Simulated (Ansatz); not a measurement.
## NbP in the NiAs-type structure

Method: PBE, scalar-relativistic; no spin polarisation; PAW, 420 eV, Γ-centred 10×10×8 mesh, 0.05 eV Gaussian smearing; code Ansatz; PAW files: Ansatz's generated set soft_2.

```
Nb P
1.0
     3.31629    0.00000    0.00000
    -1.65814    2.87199    0.00000
     0.00000    0.00000    6.71640
Nb P
2 2
Direct
  0.00000 0.00000 0.00000
  0.00000 0.00000 0.50000
  0.33333 0.66667 0.25000
  0.66667 0.33333 0.75000
```

The start was a prototype's sites filled with these elements. The Crystallography Open Database lists the compound in space group I41/amd, so this is a trial structure.

The cell is relaxed to zero pressure at this level.

Path: Γ–M–K–Γ–A–L–H–A | L–M | H–K, with Γ = (0.000, 0.000, 0.000), M = (0.500, 0.000, 0.000), K = (0.333, 0.333, 0.000), A = (0.000, 0.000, 0.500), L = (0.500, 0.000, 0.500), H = (0.333, 0.333, 0.500) in reciprocal vectors of the calculation's cell.

Q: Is it a metal or an insulator, and if it has a gap, where are the band edges on this path?

A: A metal: bands cross the Fermi level.

Levels between -5 and 3 eV from the Fermi level at the path's named points:
```tsv
point	below E_F (eV)	above E_F (eV)
Γ	-2.88 -2.72 -2.72 -1.05 -0.56 -0.56 -0.08 -0.08	1.26 1.26 1.81 1.81 2.33
M	-4.09 -3.31 -2.65 -2.54 -1.35 -0.42	0.77 2.75 2.98
K	-3.90 -3.90 -2.50 -0.19 -0.19	1.26 1.26 1.91 2.87
A	-4.73 -4.73 -1.96 -1.96 -1.96 -1.96	0.24 0.24 0.54 0.54 0.54 0.54
L	-3.76 -3.76 -2.42 -2.42 -1.49 -1.49	2.78 2.78 2.85 2.85
H	-4.18 -4.18 -3.94 -3.94 -0.57 -0.57	2.35 2.35 2.77 2.77
```
